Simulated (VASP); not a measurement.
# MnO (P-6m2) in VASP: further runs

One crystal, MnO, is run at these levels: PBE+U; tasks: single point.

Everything below comes from runs of VASP 6.6.1. Logs are shortened: lines on timing, memory, paths and dates and some standing lists are left out, and cuts for length are marked.

## (1) Starting point

It takes space group P-6m2 (No. 187, hexagonal). Conventional cell: a = 2.969 Å, b = 2.969 Å, c = 2.898 Å, α = 90.00°, β = 90.00°, γ = 120.00°. Mn (site symmetry -6m2) is surrounded by 6 O at 2.24 Å. O (site symmetry -6m2) has 6 Mn at 2.24 Å as nearest neighbours.

Measurements of this composition are mostly on another form, of space group No. 225.

## (2) Single point, PBE+U, collinear spin, random start

File INCAR:

```
SYSTEM = MnO
PREC = Accurate
ENCUT = 520
EDIFF = 1E-7
ISMEAR = 0
SIGMA = 0.05
LREAL = .False.
LASPH = .True.
NELM = 150
ALGO = Normal
ISIF = 2
LWAVE = .False.
LCHARG = .False.
ISPIN = 2
MAGMOM = 4.21 0
LORBIT = 11
LMAXMIX = 4
LDAU = .True.
LDAUTYPE = 2
LDAUL = 2 -1
LDAUU = 6 0
LDAUJ = 0 0
LDAUPRINT = 1
GGA = PE
```

File KPOINTS:

```
regular mesh
0
Gamma
  7 7 7
  0 0 0
```

File POSCAR:

```
MnO
1.0
    2.9694859100      0.0000000000      0.0000000000
   -1.4847429600      2.5716502300      0.0000000000
    0.0000000000      0.0000000000      2.8980711300
Mn O
1 1
Direct
    0.0000000000      0.0000000000      0.0000000000
    0.6666666667      0.3333333333      0.5000000000
```

Potentials or basis: VASP PAW PBE potentials, release 64 (Mn_pv, O).

On the command line:

```console
$ cat potpaw_PBE.64/Mn_pv/POTCAR potpaw_PBE.64/O/POTCAR > POTCAR
$ mpirun -np 1 vasp_std > vasp.out
```

OUTCAR:

```text
SYSTEM = MnO
   PREC = Accurate
   ENCUT = 520
   EDIFF = 1E-7
   ISMEAR = 0
   LREAL = .False.
   LASPH = .True.
   NELM = 150
   ISIF = 2
   ISPIN = 2
   LORBIT = 11
   GGA = PE

 ion  position               nearest neighbor table
   1  0.000  0.000  0.000-   2 2.24   2 2.24   2 2.24   2 2.24   2 2.24   2 2.24
   2  0.667  0.333  0.500-   1 2.24   1 2.24   1 2.24   1 2.24   1 2.24   1 2.24

  LATTYP: Found a hexagonal cell.
 ALAT       =     2.9694859100
 C/A-ratio  =     0.9759504567

  Lattice vectors:

 A1 = (   2.9694859100,   0.0000000000,   0.0000000000)
 A2 = (  -1.4847429600,   2.5716502300,   0.0000000000)
 A3 = (   0.0000000000,   0.0000000000,   2.8980711300)

Analysis of symmetry for initial positions (statically):
=====================================================================
 Subroutine PRICEL returns:
 Original cell was already a primitive cell.

 Routine SETGRP: Setting up the symmetry group for a
 hexagonal supercell.

 Subroutine GETGRP returns: Found 12 space group operations
 (whereof 12 operations were pure point group operations)
 out of a pool of 24 trial point group operations.

The static configuration has the point symmetry D_3h.

Analysis of symmetry for dynamics (positions and initial velocities):
=====================================================================
 Subroutine PRICEL returns:
 Original cell was already a primitive cell.

 Routine SETGRP: Setting up the symmetry group for a
 hexagonal supercell.

 Subroutine GETGRP returns: Found 12 space group operations
 (whereof 12 operations were pure point group operations)
 out of a pool of 24 trial point group operations.

The dynamic configuration has the point symmetry D_3h.

Analysis of structural, dynamic, and magnetic symmetry:
=====================================================================
 Subroutine PRICEL returns:
 Original cell was already a primitive cell.

 Routine SETGRP: Setting up the symmetry group for a
 hexagonal supercell.

 Subroutine GETGRP returns: Found 12 space group operations
 (whereof 12 operations were pure point group operations)
 out of a pool of 24 trial point group operations.

The overall configuration has the point symmetry D_3h.

 Subroutine INISYM returns: Found 12 space group operations
 (whereof 12 operations are pure point group operations),
 and found     1 'primitive' translations

----------------------------------------------------------------------------------------

                                     Primitive cell

  volume of cell :      22.1311

  direct lattice vectors                    reciprocal lattice vectors
     2.969485910  0.000000000  0.000000000     0.336758628  0.194427685  0.000000000
    -1.484742960  2.571650230  0.000000000     0.000000000  0.388855369  0.000000000
     0.000000000  0.000000000  2.898071130     0.000000000  0.000000000  0.345057093

  length of vectors
     2.969485910  2.969485909  2.898071130     0.388855369  0.388855369  0.345057093

  position of ions in fractional coordinates (direct lattice)
     0.000000000  0.000000000  0.000000000
     0.666666667  0.333333333  0.500000000

  ion indices of the primitive-cell ions
   primitive index   ion index
                 1           1
                 2           2

----------------------------------------------------------------------------------------

 KPOINTS: regular mesh

Automatic generation of k-mesh.
 Grid dimensions read from file:
 generate k-points for:    7    7    7

 Generating k-lattice:

  Cartesian coordinates                     Fractional coordinates (reciprocal lattice)
     0.048108375  0.027775384  0.000000000     0.142857143  0.000000000  0.000000000
     0.000000000  0.055550767  0.000000000     0.000000000  0.142857143  0.000000000
     0.000000000  0.000000000  0.049293870     0.000000000  0.000000000  0.142857143

  Length of vectors
     0.055550767  0.055550767  0.049293870

  Shift w.r.t. Gamma in fractional coordinates (k-lattice)
[... 68 lines left out ...]
   EFERMI_NEDOS =   21; number of points for ismear=-14 and -15
   IALGO  =     38    algorithm
   IMIX   =      4    mixing-type and parameters
     AMIX     =   0.40;   BMIX     =  1.00
     AMIX_MAG =   1.60;   BMIX_MAG =  1.00
  volume/ion in A,a.u.               =      11.07        74.67
  Fermi-wavevector in a.u.,A,eV,Ry     =   1.555937  2.940294 32.938881  2.420939
  Thomas-Fermi vector in A             =   2.659805
   LORBIT       =     11    0 simple, 1 ext, 2 COOP (PROOUT), +10 PAW based schemes
 LDA+U is selected, type is set to LDAUTYPE =  2
   angular momentum for each species LDAUL =     2   -1
   U (eV)           for each species LDAUU =   6.0  0.0
   J (eV)           for each species LDAUJ =   0.0  0.0
   GGA     = PE    functional components
   LHFCALC =     F    Hartree Fock is set to
   AEXX    =    0.0000 exact exchange contribution
   IVDW    =     0    specifies the selected vdW correction
   LEPSILON=     F    determine dielectric tensor
   LRPA    =     F    only Hartree local field effects (RPA)
 spin polarized calculation
 Gauss-broadening in eV      SIGMA  =   0.05
  energy-cutoff  :      520.00
  volume of cell :       22.13
 maximum number of plane-waves:       617
 NGX is ok and might be reduce to    24
   NGX = 11   NGY = 11   NGZ = 11

atom =   1  type =  1  l = 2

 onsite density matrix

spin component  1

  0.9459 -0.0000  0.0000  0.0000 -0.0000
 -0.0000  0.9738  0.0000 -0.0000  0.0000
  0.0000  0.0000  0.9438 -0.0000 -0.0000
  0.0000 -0.0000 -0.0000  0.9738 -0.0000
 -0.0000  0.0000 -0.0000 -0.0000  0.9459

spin component  2

  0.0257  0.0000  0.0000 -0.0000 -0.0000
  0.0000  0.0535  0.0000 -0.0000 -0.0000
  0.0000  0.0000  0.0169 -0.0000 -0.0000
 -0.0000 -0.0000 -0.0000  0.0535  0.0000
 -0.0000 -0.0000 -0.0000  0.0000  0.0257

 occupancies and eigenvectors

  o =  0.0169  v =  0.0000  0.0000  0.0000  0.0000  0.0000  0.0000  0.0000 -1.0000 -0.0000 -0.0000      0.0000  0.0000  0.0000  0.0000  0.0000  0.0000  0.0000  0.0000  0.0000  0.0000
  o =  0.0257  v =  0.0000  0.0000  0.0000  0.0000  0.0000 -0.0025 -0.0000  0.0000  0.0000 -1.0000      0.0000  0.0000  0.0000  0.0000  0.0000  0.0000  0.0000  0.0000  0.0000  0.0000
  o =  0.0257  v =  0.0000  0.0000  0.0000  0.0000  0.0000  1.0000 -0.0000  0.0000  0.0000 -0.0025      0.0000  0.0000  0.0000  0.0000  0.0000  0.0000  0.0000  0.0000  0.0000  0.0000
  o =  0.0535  v =  0.0000  0.0000  0.0000  0.0000  0.0000 -0.0000 -0.9074  0.0000 -0.4203  0.0000      0.0000  0.0000  0.0000  0.0000  0.0000  0.0000  0.0000  0.0000  0.0000  0.0000
  o =  0.0535  v =  0.0000  0.0000  0.0000  0.0000  0.0000  0.0000  0.4203 -0.0000 -0.9074 -0.0000      0.0000  0.0000  0.0000  0.0000  0.0000  0.0000  0.0000  0.0000  0.0000  0.0000
  o =  0.9438  v =  0.0000  0.0000 -1.0000 -0.0000 -0.0000  0.0000  0.0000  0.0000  0.0000  0.0000      0.0000  0.0000  0.0000  0.0000  0.0000  0.0000  0.0000  0.0000  0.0000  0.0000
  o =  0.9459  v =  0.6965 -0.0000  0.0000  0.0000  0.7176  0.0000  0.0000  0.0000  0.0000  0.0000      0.0000  0.0000  0.0000  0.0000  0.0000  0.0000  0.0000  0.0000  0.0000  0.0000
  o =  0.9459  v = -0.7176 -0.0000 -0.0000  0.0000  0.6965  0.0000  0.0000  0.0000  0.0000  0.0000      0.0000  0.0000  0.0000  0.0000  0.0000  0.0000  0.0000  0.0000  0.0000  0.0000
  o =  0.9738  v =  0.0000  0.9074  0.0000  0.4203  0.0000  0.0000  0.0000  0.0000  0.0000  0.0000      0.0000  0.0000  0.0000  0.0000  0.0000  0.0000  0.0000  0.0000  0.0000  0.0000
  o =  0.9738  v =  0.0000 -0.4203 -0.0000  0.9074 -0.0000  0.0000  0.0000  0.0000  0.0000  0.0000      0.0000  0.0000  0.0000  0.0000  0.0000  0.0000  0.0000  0.0000  0.0000  0.0000

 number of electron      18.9999986 magnetization       4.9999776

 Free energy of the ion-electron system (eV)
  ---------------------------------------------------
  ext. energy  EPLUGINS =         0.00000000
  ---------------------------------------------------
  free energy    TOTEN  =       -14.55225458 eV

  energy without entropy =      -14.55225458  energy(sigma->0) =      -14.55225458

 E-fermi :   6.3441     XC(G=0): -11.7514

 val. band max:        6.1196784855   @ k =   0.4286   0.0000   0.4286
 cond. band min:       6.5636495148   @ k =   0.0000   0.0000   0.0000
 fundamental gap:      0.4439710293
 Fermi energy:         6.3441245126

 spin component 1

 k-point     1 :       0.0000    0.0000    0.0000
  band No.  band energies     occupation
      1     -43.3359      1.00000
      2     -43.3359      1.00000
      3     -43.1862      1.00000
      4     -12.2486      1.00000
      5       0.5962      1.00000
      6       0.7493      1.00000
      7       0.7493      1.00000
      8       2.2509      1.00000
      9       2.2509      1.00000
     10       3.8610      1.00000
     11       5.6310      1.00000
     12       5.6310      1.00000
[... 841 lines left out ...]
      4     -10.6960      1.00000
      5       1.9664      1.00000
      6       2.5092      1.00000
      7       2.8657      1.00000
      8       9.8121      0.00000
      9      11.8576      0.00000
     10      12.2006      0.00000
     11      12.4116      0.00000
     12      12.7942      0.00000
     13      15.7711      0.00000
     14      17.1502      0.00000
     15      20.0329      0.00000

 [... further k-points ...]
[... 5 lines left out ...]
  --------------------------------------------------------------------------------------
  -------------------------------------------------------------------------------------
  Total        2.0209259      2.0209259     -0.7760561     -0.0000000      0.0000000      0.0000000
  in kB      146.3048632    146.3048627    -56.1825563     -0.0000003      0.0000000      0.0000000
  external PRESSURE =      78.8090565 kB  Pullay stress =       0.0000000 kB

 VOLUME and BASIS-vectors are now :
 -----------------------------------------------------------------------------
  energy-cutoff  :      520.00
  volume of cell :       22.13
      direct lattice vectors                 reciprocal lattice vectors
     2.969485910  0.000000000  0.000000000     0.336758628  0.194427685  0.000000000
    -1.484742960  2.571650230  0.000000000     0.000000000  0.388855369  0.000000000
     0.000000000  0.000000000  2.898071130     0.000000000  0.000000000  0.345057093

 POSITION                                       TOTAL-FORCE (eV/Angst)
 -----------------------------------------------------------------------------------
      0.00000      0.00000      0.00000        -0.000000      0.000000      0.000000
      1.48474      0.85722      1.44904         0.000000      0.000000      0.000000
 -----------------------------------------------------------------------------------
    total drift:                               -0.000000      0.000000      0.000000

  FREE ENERGIE OF THE ION-ELECTRON SYSTEM (eV)
  ---------------------------------------------------
  free  energy   TOTEN  =       -14.5522545831 eV

  energy  without entropy=      -14.5522545831  energy(sigma->0) =      -14.55225458

 total charge

# of ion       s       p       d       tot
------------------------------------------
    1        0.216   6.190   4.939  11.346
    2        1.556   3.448   0.000   5.005
--------------------------------------------------
tot          1.772   9.639   4.939  16.350

 magnetization (x)

# of ion       s       p       d       tot
------------------------------------------
    1        0.032   0.036   4.597   4.666
    2        0.018   0.092   0.000   0.110
--------------------------------------------------
tot          0.051   0.128   4.597   4.776
```

Wall time 13 s (1 thread of Intel Xeon Platinum 8488C (Sapphire Rapids), shared host); peak memory 0.15 GiB.

Results:

- Free energy: -14.5523 eV
- Pressure: 7.9 GPa
- Band gap on the k mesh: 0.44 eV, indirect (least direct gap 0.93 eV)
- Net moment: 5.00 μB per cell
- Site moments: Mn +4.67; O +0.11 μB
- Valence electrons inside the program's atomic spheres: Mn 11.35; O 5.00

Levels at points of the mesh, in eV from the valence-band top:
Spin up:
| k point | band 9 | band 10 | band 11 | band 12 | band 13 | band 14 | band 15 |
| --- | --- | --- | --- | --- | --- | --- | --- |
| (0.00, 0.00, 0.00) | -3.87 | -2.26 | -0.49 | -0.49 | 0.44 | 13.46 | 15.60 |
Spin down:
| k point | band 3 | band 4 | band 5 | band 6 | band 7 | band 8 | band 9 | band 10 | band 11 | band 12 |
| --- | --- | --- | --- | --- | --- | --- | --- | --- | --- | --- |
| (0.00, 0.00, 0.00) | -44.31 | -18.07 | -2.00 | -1.67 | -1.67 | 1.45 | 3.72 | 5.68 | 5.68 | 6.13 |

Eigenvalues of the final occupation matrices:
| site | spin | trace | eigenvalues |
| --- | --- | --- | --- |
| site 1 d | 1 | 4.78 | 0.94 0.95 0.95 0.97 0.97 |
| site 1 d | 2 | 0.18 | 0.02 0.03 0.03 0.05 0.05 |

Caveat: an odd mesh through Γ misses points on the zone boundary, where band edges often lie; a cell with one magnetic atom can't hold antiferromagnetic order, which such compounds often take.

## (3) Single point, PBE+U, collinear spin, ferromagnetic start

File INCAR:

```
PREC     = Accurate       # precision mode
ENCUT    = 520            # plane-wave cutoff, eV
EDIFF    = 1E-6           # SCF threshold, eV
ISMEAR   = 0              # smearing method
SIGMA    = 0.05           # smearing width, eV
LREAL    = False          # projectors in reciprocal space
LASPH    = True           # aspherical terms in the spheres
NELM     = 120            # most SCF steps
ALGO     = Fast           # electronic algorithm
ISIF     = 2              # what is computed and relaxed
LWAVE    = False          # write WAVECAR
LCHARG   = True           # write CHGCAR
ISPIN    = 2              # spin polarisation
MAGMOM   = 4 0            # initial moments
LORBIT   = 11             # projections on sites
NUPDOWN  = 4              # fixed moment
LMAXMIX  = 4              # l up to which the mixer works
LDAU     = True           # DFT+U
LDAUTYPE = 2            
LDAUL    = 2 -1           # shell
LDAUU    = 6 0            # U, eV
LDAUJ    = 0 0          
LDAUPRINT= 1            
GGA      = PE             # functional
LELF     = True           # ELF
LVHAR    = True         
NBANDS   = 20             # bands
```

File KPOINTS:

```
Automatic mesh
0
Gamma
  7 7 7
```

POSCAR is that of step 2.

Potentials or basis: VASP PAW PBE potentials, release 64 (Mn_pv, O).

On the command line:

```console
$ cat potpaw_PBE.64/Mn_pv/POTCAR potpaw_PBE.64/O/POTCAR > POTCAR
$ mpirun -np 1 vasp_std > vasp.out
```

Wall time 17 s (1 thread of Intel Xeon Platinum 8488C (Sapphire Rapids), shared host); peak memory 0.15 GiB.

Results (log left out):

- Free energy: -13.0551 eV
- Pressure: -1.6 GPa
- Net moment: 4.00 μB per cell
- Site moments: Mn +4.17; O -0.18 μB
- Valence electrons inside the program's atomic spheres: Mn 11.38; O 4.93

Stress tensor (GPa, compression positive):
```
-0.83  0.00  0.00
 0.00 -0.83  0.00
 0.00  0.00 -3.07
```

Eigenvalues of the final occupation matrices:
```csv
site,spin,trace,eigenvalues
site 1 d,1,4.58,0.88 0.88 0.94 0.94 0.94
site 1 d,2,0.42,0.05 0.05 0.09 0.09 0.14
```

Caveat: the total moment is fixed, so each spin has its own Fermi level; a cell with one magnetic atom can't hold antiferromagnetic order, which such compounds often take. The state reached can hang on the start; a lower one may exist.
